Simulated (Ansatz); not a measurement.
**BeSe: the band gap up the ladder of functionals**

The task here is to estimate one member of a computed series from the others.

Program: Ansatz 0.2.0. PAW datasets, plane waves. No spin polarisation and no zero-point or thermal motion.

### The cell

The cell was relaxed beforehand with r2SCAN.

Space group F-43m (No. 216), cubic; a = 5.162 Å in the conventional setting, 17.19 Å³ an atom. Be has 4 Se at 2.24 Å; Se has 4 Be at 2.24 Å.

As a file:

```cif
data_structure
_symmetry_space_group_name_H-M 'F-43m'
_symmetry_Int_Tables_number 216
_cell_length_a 5.1621
_cell_length_b 5.1621
_cell_length_c 5.1621
_cell_angle_alpha 90.000
_cell_angle_beta 90.000
_cell_angle_gamma 90.000
_cell_volume 137.55
loop_
_atom_site_label
_atom_site_type_symbol
_atom_site_symmetry_multiplicity
_atom_site_Wyckoff_symbol
_atom_site_fract_x
_atom_site_fract_y
_atom_site_fract_z
_atom_site_occupancy
Be1 Be 4 a 0.00000 0.00000 0.00000 1
Se1 Se 4 d 0.25000 0.25000 0.75000 1
```

Set-up of the first run:

The input, input.yaml:

```yaml
crystal:
  lattice:
    - [0.0, 2.5810355896, 2.5810355896]
    - [2.5810355896, 0.0, 2.5810355896]
    - [2.5810355896, 2.5810355896, 0.0]
  atoms:
    - { symbol: Be, position: [0.0, 0.0, 0.0] }
    - { symbol: Se, position: [0.25, 0.25, 0.25] }
kpoints:
  mp_grid: { grid: [8, 8, 8] }
  band_path:
    path:
      - [[0.0, 0.0, 0.0], [-0.5, -0.5, -7.896631961839e-34], [-0.375, -0.375, 0.25]]
      - [[-0.375, 3.095696715558e-17, 0.375], [0.0, 0.0, 0.0], [5.435895089709e-18, 5.435895089709e-18, 0.5], [-0.5, -0.25, 0.25], [-0.5, -0.5, -7.896631961839e-34]]
    npoints: 10
hamiltonian:
  xc: pbe
scf:
  occupations: { method: fermi_dirac, width: 0.02 }
  n_extra_bands: 4
output:
  forces: true
  stress: true
  eigenvalues: true
  write_density: true
  write_potential: true
  elf: true
  volumetric_format: npy
```

Command:

```console
> ansatz run input.yaml --threads 2 --pin off --max-ram 2211MiB --backend cpu --events-out ev --progress --plain --runs-dir out
```

Steps of the session up to this table: PBE band path; r2SCAN at the same geometry; HSE06; PBE+SOC at the same geometry; PBE0 at the same geometry; LDA; Quasiparticle levels, G0W0@PBE; G0W0 on PBE; Single point with DDH-PBE0; Single point with HSE06+SOC; Hartree-Fock; Single point with LC-ωPBE.

One of the session's tables, all rows but one given; the rest of the session is left out.

| level | gap (eV) |
| --- | --- |
| PBE | 2.66 |
| r2SCAN | ? |
| HSE06 | 3.49 |
| PBE+SOC | 2.51 |
| PBE0 | 4.17 |
| LDA | 2.50 |
| G0W0@PBE (102 empty bands) | 3.75 |
| G0W0@PBE (254 empty bands) | 3.90 |
| DDH-PBE0 | 3.66 |
| HSE06+SOC | 3.34 |
| Hartree-Fock | 9.40 |
| LC-ωPBE | 8.02 |

Estimate the missing values for r2SCAN.

The run gave: gap (eV): 3.12. In the column «gap (eV)» it lies between PBE (2.66) and HSE06+SOC (3.34).

Meshes: PBE 8×8×8, r2SCAN 8×8×8, HSE06 6×6×6, PBE+SOC 8×8×8, PBE0 6×6×6, LDA 8×8×8, DDH-PBE0 6×6×6, HSE06+SOC 6×6×6, Hartree-Fock 6×6×6, LC-ωPBE 6×6×6.

Against G0W0@PBE, PBE is short by 1.24 eV, at 68 % of it, and r2SCAN 80 %. PBE0 lies 0.68 eV above HSE06, which differs from it by screening the long-range exchange. Hartree-Fock lies above G0W0@PBE by 5.5 eV. G0W0 here is at a finite number of bands, screening cutoff and k mesh, not at the basis limit.

Limits of these values: Warnings in the runs' records: stress exchange threshold loose, stress scf threshold loose.
